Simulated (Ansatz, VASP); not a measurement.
**AlN in VASP and in Ansatz**

The input INCAR:

```
SYSTEM = AlN
ALGO = Normal ; EDIFF = 1E-7
EDIFFG = -0.02 ; ENCUT = 520
GGA = PE ; IBRION = 2
ISIF = 2 ; ISMEAR = -1
LASPH = .True. ; LCHARG = .False.
LREAL = .False. ; LWAVE = .False.
NELM = 100 ; NSW = 80
PREC = Accurate ; SIGMA = 0.02
```

KPOINTS

```
k-points
0
Gamma
  13 13 13
  0 0 0
```

Contents of POSCAR:

```
AlN
1.0
    0.0000000000      1.9780000000      1.9780000000
    1.9780000000      0.0000000000      1.9780000000
    1.9780000000      1.9780000000      0.0000000000
Al N
1 1
Direct
    0.0000000000      0.0000000000      0.0000000000
    0.5000000000      0.5000000000      0.5000000000
```

Input for Ansatz:

```yaml
crystal:
  lattice:
    - [0.0, 1.978, 1.978]
    - [1.978, 0.0, 1.978]
    - [1.978, 1.978, 0.0]
  atoms:
    - { symbol: Al, position: [0.0, 0.0, 0.0] }
    - { symbol: "N", position: [0.5, 0.5, 0.5] }
kpoints:
  mp_grid: { grid: [13, 13, 13] }
scf:
  occupations: { method: fermi_dirac, width: 0.02 }
hamiltonian:
  xc: pbe
  pseudopotentials: { kind: paw, frozen_core: stored }
output:
  forces: true
  stress: true
  populations: true
  efg: { quadrupole_moments_barn: { Al: 0.1466, "N": 0.02044 } }
  write_density: true
  write_potential: true
  elf: true
  volumetric_format: npy
relax:
  f_tol: 0.02
  max_steps: 60
```

Alike in both runs: task relaxation of the atoms; functional PBE; k mesh 13 × 13 × 13; occupations fermi-dirac, width 0.02 eV; no spin polarisation.

```csv
,VASP,Ansatz
version,VASP 6.6.1,Ansatz 0.2.0
potentials or method,"VASP PAW PBE potentials, release 64 (Al, N)","plane-wave PAW, scalar-relativistic"
plane-wave cutoff (eV),520,420
valence electrons in the cell,8,8
```

```tsv
	VASP	Ansatz	Ansatz less VASP
gap on the k mesh at the Fermi level, each at its own relaxed structure (eV)	5.24	5.23	-0.015
```

Ansatz warned: «stress_scf_threshold_loose».

Caveats: the relaxation stopped at its first step, so nothing moved; an odd mesh through Γ misses points on the zone boundary, where band edges often lie.
